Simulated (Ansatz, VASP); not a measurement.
## Nb in VASP and in Ansatz

INCAR

```
SYSTEM = Nb
  PREC = Accurate
  ENCUT = 520
  EDIFF = 1E-6
  ISMEAR = -1
  SIGMA = 0.1
  LREAL = .FALSE.
  LASPH = .TRUE.
  NELM = 100
  ALGO = Normal
  ISIF = 2
  LWAVE = .FALSE.
  LCHARG = .FALSE.
  LDIPOL = .TRUE.
  IDIPOL = 3
  DIPOL = 0.5 0.5 0.500
  GGA = PE
  NBANDS = 34
```

KPOINTS

```
Automatic mesh
0
G
  6 6 1
  0 0 0
```

POSCAR

```
Nb
1.0
    2.9910616844      0.0000000000      0.0000000000
    0.0000000000      2.9910616844      0.0000000000
    0.0000000000      0.0000000000     20.3450000000
Nb
4
Direct
    0.0000000000      0.0000000000      0.3440648808
    0.5000000000      0.5000000000      0.4480216269
    0.0000000000      0.0000000000      0.5519783731
    0.5000000000      0.5000000000      0.6559351192
```

Input for Ansatz:

```yaml
crystal:
  lattice:
    - [2.9910616844190963, 0.0, 0.0]
    - [-7.197927413426893e-17, 2.9910616844190963, 0.0]
    - [0.0, -0.0, 20.345]
  atoms:
    - { symbol: Nb, position: [0.0, 0.0, 0.3440648808060948] }
    - { symbol: Nb, position: [0.5, 0.5, 0.4480216269353649] }
    - { symbol: Nb, position: [0.0, 0.0, 0.5519783730646352] }
    - { symbol: Nb, position: [0.5, 0.5, 0.6559351191939051] }
basis:
  ecutwfc: 510.0
kpoints:
  mp_grid:
    grid: [6, 6, 1]
hamiltonian:
  xc: pbe
efield:
  axis: 3
  dipole_correction: true
scf:
  occupations:
    method: fermi_dirac
output:
  write_potential: true
  forces: true
```

The slab is cut from a database's or a generator's crystal, which needn't be the stable form of the element.

Alike in both runs: task single point; functional PBE; k mesh 6 × 6 × 1; no spin polarisation.

|  | VASP | Ansatz |
| --- | --- | --- |
| version | VASP 6.6.1 | Ansatz 0.2.0 |
| potentials or method | VASP PAW PBE potentials, release 64 (Nb_sv) | plane waves, PAW |
| plane-wave cutoff (eV) | 520 | 510 |
| occupations | fermi-dirac, width 0.1 eV | fermi-dirac |
| valence electrons in the cell | 52 | 52 |

Ansatz gave:

| Item | Value |
| --- | --- |
| gap on the k mesh at the Fermi level (eV) | none |
| rms of the force components (eV/Å) | 0.366 |

Problem. Which values does VASP return?

Solution. gap on the k mesh at the Fermi level (eV): none; rms of the force components (eV/Å): 0.370.

Atom by atom the forces differ by 0.007 eV/Å (rms over components). A gap of «none» marks a metal or a gap that the smearing closes. Ansatz warned: «vacuum_density_over_bound».
